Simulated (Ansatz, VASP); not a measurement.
## Mg in VASP and in Ansatz

```xyz
2
Lattice="0.0000 3.3792 3.3792 3.3792 0.0000 3.3792 3.3792 3.3792 0.0000" Properties=species:S:1:pos:R:3 pbc="T T T"
Mg    3.3792    3.3792    3.3792
Mg    5.0688    5.0688    5.0688
```

Alike in both runs: functional PBEsol; k mesh 6 × 6 × 6; occupations gaussian, width 0.1 eV; no spin polarisation.

Ansatz relaxed the structure, and its values are those at the end. VASP's run is a single point on that final structure, the one shown.

```csv
,VASP,Ansatz
version,VASP 6.6.1,Ansatz 0.2.0
potentials or method,"VASP PAW PBE potentials, release 64 (Mg)","scalar-relativistic, plane waves, PAW"
plane-wave cutoff (eV),520,420
valence electrons in the cell,4,20
```

|  | VASP | Ansatz | Ansatz less VASP |
| --- | --- | --- | --- |
| gap on the k mesh at the Fermi level (eV) | none | none | - |
| pressure (GPa) | 0.3 | 0.3 | 0.00 |

A gap of «none» marks a metal or a gap that the smearing closes. The functional is the same, so the differences come from potentials, cutoffs and numerics. The two sets of potentials don't hold the same shells in valence.

Caveats: the PAW data sets were made with another functional, which shifts forces and pressure a little (VASP).
